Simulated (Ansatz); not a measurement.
In NaI (rock salt type) the Na atom of the primitive cell, with all its periodic images, is moved by 0.06 Å along [111].

```
Na I
1.0
     0.00000    3.26500    3.26500
     3.26500    0.00000    3.26500
     3.26500    3.26500    0.00000
Na I
1 1
Cartesian
  0.0346 0.0346 0.0346
  3.2650 3.2650 3.2650
```

Method: Ansatz 0.2.0 development build, HSE06, plane waves, PAW datasets (earlier set, tuned by hand).

Cutoff 700 eV; exchange singularity: Wigner-Seitz; k-mesh 4×4×4 Γ-centred; Fermi–Dirac smearing of 0.05 eV; no spin polarisation; no spin–orbit coupling.

**Question.** What force results?

**Answer.** The force on it along the displacement is -0.0433 eV/Å, a force constant of 0.72 eV/Å².

| atom | Fx (eV/Å) | Fy (eV/Å) | Fz (eV/Å) |
| --- | --- | --- | --- |
| Na1 | -0.0250 | -0.0250 | -0.0250 |
| I2 | 0.0250 | 0.0250 | 0.0250 |
